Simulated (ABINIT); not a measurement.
## CaSe: single point with PBE0

**The experiment to reproduce.**

From a printed reference work, monograph, original work of 1988, for a bulk crystal of CaSe at 2 K: band gap 3.85 eV (indirect).

CaSe:

```
CELL_PARAMETERS angstrom
0.00000 2.95600 2.95600
2.95600 0.00000 2.95600
2.95600 2.95600 0.00000
ATOMIC_POSITIONS crystal
Se 0.50000 0.50000 0.50000
Ca 0.00000 0.00000 0.00000
```

* Program: ABINIT 10.8.3 (patched build)
* Task: single point
* Functional: PBE0
* Potentials or basis: SG15 NC PBE v1.2
* Cutoff: 490 eV
* k mesh: 6 × 6 × 6
* Occupations: fixed
* Spin: no spin polarisation

```
Pressure                                              : 0.7 GPa
Band gap on the k mesh                                : 3.61 eV, indirect (least direct gap 4.69 eV)
Valence electrons inside the program's atomic spheres : Se 3.29; Ca 7.55
```

Levels at points of the mesh, in eV from the valence-band top:
| k point | band 4 | band 5 | band 6 | band 7 | band 8 | band 9 | band 10 |
| --- | --- | --- | --- | --- | --- | --- | --- |
| (0.00, 0.00, 0.00) | -22.45 | -12.99 | 0.00 | 0.00 | 0.00 | 4.89 | 5.61 |
| (0.50, 0.00, 0.00) | -22.46 | -12.17 | -3.69 | -1.30 | -1.30 | 6.01 | 7.75 |
| (0.50, 0.50, 0.00) | -22.49 | -12.30 | -2.89 | -1.08 | -1.08 | 3.61 | 6.66 |

Run time: 17 min on 8 MPI ranks on Arm Neoverse V1, on a shared host, peak memory 0.88 GiB a rank.

Against the measured gap of CaSe, 3.85 eV (indirect; 2 K; a printed reference work, monograph, original work of 1988), the calculated 3.61 eV is off by -0.24 eV. Spin-orbit coupling on Se is left out. The value is that of PBE0 on a finite k mesh, which can miss the band edges, without temperature or zero-point motion.

Caveat: the potentials were made for another functional, which shifts forces and pressure.
